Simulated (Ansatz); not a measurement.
## A series in volume scale on FeO

Periodic Kohn-Sham DFT of a crystal at fixed atoms, scaled to volume_scale times the given cell; pressure positive in compression, energy less spherical unpolarised free atoms, largest_vzz the field gradient of largest size among the nuclei. The results are calculated, by Ansatz 0.2.0.

The cell before it is scaled or strained (space group R-3m, No. 166):
```
FeO
1.0
      1.5177     0.8762     2.5158
     -1.5177     0.8762     2.5158
      0.0000    -1.7525     2.5158
Fe O
1 1
Direct
  0.00000 0.00000 0.00000
  0.50000 0.50000 0.50000
```

Settings of every row: method all-electron LAPW; functional PBE; relativity scalar; k mesh 16x16x16; filling fermi-dirac; smearing width 0.03 eV; basis error target 0.5 meV/atom; nucleus gaussian.

Atom:
| element | start moment (bohr magneton) |
| --- | --- |
| Fe | 3 |
| O | 0 |

Limits: semilocal functional can close the gap of open d or f salts; with one magnetic atom in the cell only parallel moments are possible.

| row | volume scale | V (Å³/atom) | energy less free atoms (eV/atom) | pressure (GPa) |
| --- | --- | --- | --- | --- |
| 1 | 0.95 | 9.535 | -7.8779 | 9.691 |
| 2 | 0.975 | 9.786 | -7.8886 | 4.081 |
| 3 | 1 | 10.037 | -7.8911 | -0.798 |
| 4 | 1.025 | 10.288 | ? | ? |
| 5 | 1.05 | 10.539 | -7.8756 | -8.738 |

Cell moment is 4 bohr magneton in every row.

Question: what energy less free atoms and pressure should row 4 give?

Worked fit of energy less free atoms. Take u = (V_r/V)^(2/3) − 1 with V_r = 9.9115 Å³ an atom, which is twice the finite (Eulerian) strain; such expansions in the strain, on which the Birch-Murnaghan equation of state is built, carry the rest volume and the bulk modulus. The shown rows have u = 0.02615, 0.00853, -0.00835, -0.0401. Least squares give energy less free atoms = −7.8908 + 0.1487 × u + 13.161 × u² eV/atom; a straight line predicts inner rows, each left out in turn, worse (root mean square 0.009 against 5.6e-05 eV/atom). All shown rows lie on it to the printed digit. Its lowest point lies at u = -0.0056, or V = 9.996 Å³ an atom, and the curvature there gives the bulk modulus at fixed shape and fractions, B = (4/9)(1 + u)² E″(u)/V = 185 GPa. Letting shape and atoms relax would as a rule lower it, by much in layered, chain or molecular crystals. The withheld row has u = -0.02455, so the fit gives −7.8908 + 0.1487 × (-0.02455) + 13.161 × (-0.02455)² = -7.8865 eV/atom.

The calculation gave -7.8865 eV/atom. The fit meets it to the printed digit.

Worked fit of pressure. Take u = (V_r/V)^(2/3) − 1 with V_r = 9.9115 Å³ an atom, which is twice the finite (Eulerian) strain; such expansions in the strain, on which the Birch-Murnaghan equation of state is built, carry the rest volume and the bulk modulus. The shown rows have u = 0.02615, 0.00853, -0.00835, -0.0401. Least squares give pressure = 1.5578 + 289.541 × u + 818.17 × u² GPa; a straight line predicts inner rows, each left out in turn, worse (root mean square 0.56 against 0.012 GPa). The rows lie off it by 0.002, -0.006, 0.005, -0.001 (root mean square 0.0041 GPa). The pressure vanishes at u = -0.0055, or V = 9.993 Å³ an atom, and there the bulk modulus at fixed shape and fractions is B = −V dP/dV = (2/3)(1 + u) dP/du = 186 GPa. Letting shape and atoms relax would as a rule lower it, by much in layered, chain or molecular crystals. The withheld row has u = -0.02455, so the fit gives 1.5578 + 289.541 × (-0.02455) + 818.17 × (-0.02455)² = -5.057 GPa.

The calculation gave -5.048 GPa. The fit lies 0.009 GPa (0.049 % of the column's range) below it; its largest miss of a shown row is 0.006 GPa.
